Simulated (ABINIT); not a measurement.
Runs of ABINIT 10.8.3 (patched build) on GaAs. The structure is cubic, space group F-43m (No. 216). The conventional cell has a = 5.654 Å, b = 5.654 Å, c = 5.654 Å, α = 90.00°, β = 90.00°, γ = 90.00°. Around As (site symmetry -43m) lie 4 Ga at 2.45 Å. Around Ga (site symmetry -43m) lie 4 As at 2.45 Å. 

```tsv
task	level	potentials or basis	cutoff (eV)	fine-grid cutoff	gap on the mesh (eV)	pressure (GPa)	V0 of scaled cells (Å³/atom)	B0 (GPa)
band structure	LDA-Teter	JTH PAW LDA v2.0 sp	463	925.187 eV	(a)	-1.8	-	-
equation of state	LDA-Teter	JTH PAW LDA v2.0	463	925.187 eV	-	-	22.00	74
band structure	PBEsol	JTH PAW PBE v2.0 sp	463	925.187 eV	0.46	0.3	-	-
equation of state	LDA-Teter	JTH PAW LDA v2.0 sp	463	925.187 eV	-	-	22.05	74
band structure	SOGGA	JTH PAW PBE v2.0 sp	463	925.187 eV	0.50	-0.4	-	-
band structure	LDA-PZ	JTH PAW LDA v2.0 sp	463	925.187 eV	0.30	-1.8	-	-
equation of state	PBEsol	JTH PAW PBE v2.0	327	653.073 eV	-	-	(b)	70
equation of state	WC	JTH PAW PBE v2.0 sp	463	925.187 eV	-	-	22.73	69
```

Alike in all rows: no spin polarisation; cell as given; k mesh 8 × 8 × 8; smearing fermi-dirac 0.05 eV.

Question: Fill in the values left out.

Answer: (a) 0.29; (b) 22.69.

Caveats: this set keeps more shells in the core, which shifts pressures and gaps (some runs); pressures at fixed basis lie under the slope of the energies (some runs); the PAW data sets were made with another functional, which shifts forces and pressure a little (some runs).

A k mesh can miss the band edges, and the runs leave out spin-orbit coupling on As, Ga.

Runs at the PBE level aren't shown here.
